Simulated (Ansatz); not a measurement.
A run of Ansatz 0.2.0 is set up as follows.

Contents of input.yaml:

```yaml
crystal:
  lattice:
    - [0.0, 3.15085, 3.15085]
    - [3.15085, 0.0, 3.15085]
    - [3.15085, 3.15085, 0.0]
  atoms:
    - { symbol: Te, position: [0.5, 0.5, 0.5] }
    - { symbol: Sn, position: [0.0, 0.0, 0.0] }
hamiltonian:
  xc: pbesol
  pseudopotentials: { kind: paw }
kpoints:
  mp_grid: { grid: [6, 6, 6] }
scf:
  occupations: { method: fixed }
output:
  eigenvalues: true
dielectric:
  method: response
```

Potentials or basis: Ansatz PAW.

The run is started by

```bash
$ ansatz run input.yaml --threads 2 --pin off --max-ram 5632MiB --backend cpu --events-out ev --progress --plain --runs-dir out
```

Q: Estimate the band gap on the k mesh.

A: 0.14 eV, direct.

Caveat: spin-orbit coupling is left out, which moves the levels of the heavy elements.

**Experimental background.**

A printed reference work, textbook reports, for a bulk crystal of SnTe at 300 K: band gap 0.18 eV (direct).

Against the measured gap of SnTe, 0.18 eV (direct; 300 K; a printed reference work, textbook), the calculated 0.14 eV is off by -0.04 eV. Spin-orbit coupling on Sn, Te is left out. The value is that of PBEsol on a finite k mesh, which can miss the band edges, without temperature or zero-point motion. Semilocal functionals fall short of measured gaps as a rule.
